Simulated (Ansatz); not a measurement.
## HfS2 (P-3m1): from strained cells to moduli

```xyz
3
Lattice="3.5925 0.0000 0.0000 -1.7962 3.1112 0.0000 0.0000 0.0000 5.9459" Properties=species:S:1:pos:R:3 pbc="T T T"
Hf    0.0000    0.0000    0.0000
S     1.7962    1.0371    4.4963
S     0.0000    2.0741    1.4496
```

Unless marked otherwise, the numbers come from PBEsol, all-electron LAPW in Ansatz 0.2.0, scalar-relativistic. k mesh 8×8×4, strains of ±0.003, fixed occupations, basis error target 1 meV/atom. The cell was relaxed by PAW under this functional, which moved its volume by -4 % from the database entry's. This phase needn't be the one found at ambient conditions.

The cell is trigonal and carries a residual pressure of 0.06 GPa at this level. Each strain component that symmetry leaves independent is applied at ±0.003, the ions relax wherever a strain frees them, and the stress (tension positive, GPa) is read. Shears are engineering strains, γ = 2ε.

| strain | size | σxx | σyy | σzz | σyz | σxz | σxy |
| --- | --- | --- | --- | --- | --- | --- | --- |
| xx | -0.003 | -0.5036 | -0.1556 | -0.0142 | 0.0038 | 0.0000 | 0.0000 |
| xx | +0.003 | 0.3359 | -0.0051 | -0.0030 | -0.0037 | 0.0000 | 0.0000 |
| zz | -0.003 | -0.0864 | -0.0864 | -0.0647 | 0.0000 | 0.0000 | 0.0000 |
| zz | +0.003 | -0.0747 | -0.0747 | 0.0432 | 0.0000 | 0.0000 | 0.0000 |
| yz | -0.003 | -0.0765 | -0.0839 | -0.0091 | -0.0184 | 0.0000 | 0.0000 |
| yz | +0.003 | -0.0840 | -0.0764 | -0.0091 | 0.0180 | 0.0000 | 0.0000 |

A central difference gives one constant, for example C11 ≈ (0.3359 − (-0.5036))/(0.006) = 139.9 GPa; the program then imposes the crystal's symmetry on the whole matrix.

Q: What are the independent elastic constants?

A: C11 = 139.9, C12 = 25.1, C13 = 1.9, C14 = -1.3, C33 = 18.0, C44 = 6.1 GPa.

Q: Is the crystal stable against homogeneous strain?

A: The least eigenvalue of the 6×6 matrix is 6.0 GPa, so yes.

Q: What moduli does a random aggregate of grains have?

A: Voigt and Reuss bounds: B from 15.3 to 39.5 and G from 11.2 to 31.8 GPa; their means are B = 27.4 and G = 21.5 GPa. Then E = 9BG/(3B + G) = 51.2 GPa, ν = (3B − 2G)/(6B + 2G) = 0.189 and B/G = 1.27, on the brittle side of Pugh's 1.75 (a rule of thumb, made for metals; it doesn't predict ductility here).

Q: With the density of 6.062 g/cm³, how fast does sound travel, and what Debye temperature follows?

A: 

```
direction  slow (m/s)  middle (m/s)  fast (m/s)
        x         998          3078        4804
        y         999          3078        4804
        z        1000          1000        1722
```

The mean of v⁻³ over directions and branches gives v_m = 1594 m/s and θ_D = (ħ/k_B) v_m (6π²n)^(1/3) = 169 K, n being atoms per volume. Young's modulus spans 16 to 135 GPa over directions, and the universal anisotropy index is 10.79.

Q: How far do the constants move if PAW replaces LAPW in the same cell?

A: 

```tsv
constant	LAPW (GPa)	PAW (GPa)	difference
C11	139.9	139.8	-0.1
C12	25.1	25.0	-0.1
C13	1.9	1.9	0.0
C14	-1.3	-1.3	0.0
C33	18.0	17.8	-0.2
C44	6.1	6.0	-0.1
```

Keep in mind: no spin-orbit coupling on heavy atoms; no dispersion correction, so the spacing and stiffness between layers or molecules are poor; the frozen-core PAW files of the compared runs were fitted under PBE, their cores solved anew for this functional.
